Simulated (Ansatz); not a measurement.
# MnO (R-3m): equation of state

The task here is to estimate one member of a computed series from the others.

Program: Ansatz 0.2.0. Level of theory: DFT PBE+U (U_eff = 3.9 eV on Mn 3d), scalar-relativistic, plane waves, PAW. These are calculated values, not measurements.

### The starting structure

The structure is trigonal, space group R-3m (No. 166). The conventional cell has a = 3.210 Å, b = 3.210 Å, c = 7.709 Å, α = 90.00°, β = 90.00°, γ = 120.00°. Mn (site symmetry -3m) has 6 O at 2.25 Å as nearest neighbours. O (site symmetry -3m) is surrounded by 6 Mn at 2.25 Å.

Structure file:

```
CELL_PARAMETERS angstrom
0.00000 2.26960 2.26960
2.26960 0.00000 2.26960
4.48017 2.21057 -2.21057
ATOMIC_POSITIONS crystal
Mn 0.00000 0.00000 0.00000
O 0.75000 0.50000 0.25000
Mn 0.50000 0.00000 0.50000
O 0.25000 0.50000 0.75000
```

An earlier run at PBE+U (U_eff = 3.9 eV on Mn 3d) left this cell at 11.463 Å³/atom and 0.00 GPa (12×12×12 mesh). The large moments point both ways and cancel.

Volume factors to run: 0.980, 1.020, 0.960, 1.040.

Set-up of the first run:

input.yaml

```yaml
crystal:
  lattice:
    - [0.0, 2.2543669276, 2.2543669276]
    - [2.2543669275, 0.0, 2.2543669276]
    - [4.4501045098, 2.1957375821, -2.1957375821]
  atoms:
    - { symbol: Mn, position: [0.0, 0.0, 0.0], spin: 4.7 }
    - { symbol: O, position: [0.75, 0.5, 0.25] }
    - { symbol: Mn, position: [0.5, 0.0, 0.5], spin: -4.7 }
    - { symbol: O, position: [1.25, 0.5, 0.75] }
basis:
  ecutwfc: 420
  ecutrho_ratio: 4
kpoints:
  mp_grid: { grid: [12, 12, 12] }
hamiltonian:
  xc: pbe
  hubbard:
    sites:
      - { species: Mn, l: d, u_eff: 3.9, starting_ns: start.occupation_matrices }
    ns_hold: { iters: 6 }
scf:
  occupations: { method: gaussian, width: 0.05 }
  lower_state_search: "off"
output:
  forces: true
  stress: true
  eigenvalues: true
  populations: true
magnetization:
  spin_polarized: true
relax:
  f_tol: 0.01
  max_steps: 40
  cell: { stress_tol: 0.1, fix: [volume] }
```

The open shells start from the occupation matrices of the run at the neighbouring geometry (file start.occupation_matrices).

Run with:

```
$ ansatz run input.yaml --threads 2 --pin off --max-ram 5120MiB --backend cpu --events-out ev --progress --plain --runs-dir out
```

Among the steps run: At 0.980 of the relaxed volume; Volume × 1.020; Volume × 0.960; At 1.040 of the relaxed volume.

One of the session's tables, all rows but one given; the rest of the session is left out.

It belongs to the step «The fit». 

| volume (Å³/atom) | energy (meV/atom) | pressure (GPa) | gap (eV) | moment of atom 1 (μB) |
| --- | --- | --- | --- | --- |
| 11.004 | 8.57 | 6.20 | 1.75 | 4.24 |
| 11.234 | ? | ? | ? | ? |
| 11.463 | 0.00 | 0.00 | 1.60 | 4.27 |
| 11.692 | 1.91 | -2.64 | 1.52 | 4.29 |
| 11.921 | 7.43 | -5.02 | 1.45 | 4.31 |

Estimate the missing values for volume (Å³/atom) = 11.234.

Worked estimate for «energy (meV/atom)». A straight line through the neighbours (11.004, 8.57) and (11.463, 0.00) gives 8.57 + (0.00 − 8.57) × (11.234 − 11.004) / (11.463 − 11.004) = 4.28; a parabola fitted to 3 rows on both sides gives 2.21.

As computed: energy (meV/atom): 2.07; pressure (GPa): 2.94; gap (eV): 1.67; moment of atom 1 (μB): 4.25. In «energy (meV/atom)» the line misses by +2.21 and the parabola by +0.14.

To keep in mind: Warnings in the runs' records: stability check not made.
